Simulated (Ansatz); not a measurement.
# GaN (rocksalt type): how the settings move a single-point run

Aim: see which settings change the result for GaN (rocksalt type), by how much, and at what cost.

Program: Ansatz 0.2.0. Level of theory: reference: DFT, PBE, all-electron PAW with datasets made for the crystal, scalar-relativistic. These are calculated values, not measurements.

### 1 The starting structure

The structure is cubic, space group Fm-3m (No. 225). Conventional cell: a = 4.269 Å, b = 4.269 Å, c = 4.269 Å, α = 90.00°, β = 90.00°, γ = 90.00°. Ga (site symmetry m-3m) has 6 N at 2.13 Å as nearest neighbours. N (site symmetry m-3m) has 6 Ga at 2.13 Å as nearest neighbours.

Coordinates:

```
CELL_PARAMETERS angstrom
0.00000 2.13433 2.13433
2.13433 0.00000 2.13433
2.13433 2.13433 0.00000
ATOMIC_POSITIONS crystal
Ga 0.00000 0.00000 0.00000
N 0.50000 0.50000 0.50000
```

### 2 Baseline

The input, input.yaml:

```yaml
crystal:
  lattice:
    - [0.0, 2.13432546, 2.13432546]
    - [2.13432546, 0.0, 2.13432546]
    - [2.13432546, 2.13432546, 0.0]
  atoms:
    - { symbol: Ga, position: [0.0, 0.0, 0.0] }
    - { symbol: "N", position: [0.5, 0.5, 0.5] }
kpoints:
  mp_grid: { grid: [15, 15, 15] }
scf:
  occupations: { method: fermi_dirac, width: 0.1 }
hamiltonian:
  xc: pbe
  pseudopotentials: { kind: all_electron, datasets: crystal }
output:
  forces: true
  stress: true
  eigenvalues: true
```

The run is started by

```sh
$ ansatz run input.yaml --threads 1 --pin off --max-ram 2048MiB --backend cpu --events-out ev --progress --plain --runs-dir out
```

### 3 Changing settings: mp_grid.grid [22, 22, 22]

input.yaml, as its differences from that of step 2:

```diff
@@ -9,3 +9,3 @@
 kpoints:
-  mp_grid: { grid: [15, 15, 15] }
+  mp_grid: { grid: [22, 22, 22] }
 scf:
```

What does the calculation give? Wanted: for each run, ending; energy change; pressure; gap; force.

The runs gave:

```tsv
run	ending	energy change	pressure (GPa)	gap (eV)	force (eV/Å)	cycles	time
reference	converged	0	0.0	0.50	0.00	8	12 s
1: mp_grid.grid [22, 22, 22]	converged	0.0 meV/atom	0.0	0.41	0.00	8	30 s
```

Residual by cycle in the longest SCF loop of each run; runs are numbered as in the table. The quantity is the density residual dr2, in eV.

```tsv
cycle	reference	run 1
1	6.1	6.1
2	1.23	1.23
3	0.0462	0.0462
4	0.00289	0.0029
5	1.6e-4	1.6e-4
6	2.3e-5	2.3e-5
7	1.2e-6	1.3e-6
8	1.3e-8	1.3e-8
```

What this shows: Changing the k-point mesh moves the energy by 0.0 meV/atom, and the gap on the mesh goes from 0.50 to 0.41 eV. Sampling errors of the energy have no fixed sign. A gap read on a mesh depends on which points the mesh holds, and a coarse mesh shifts the density too. Cost: 30 s against 12 s.
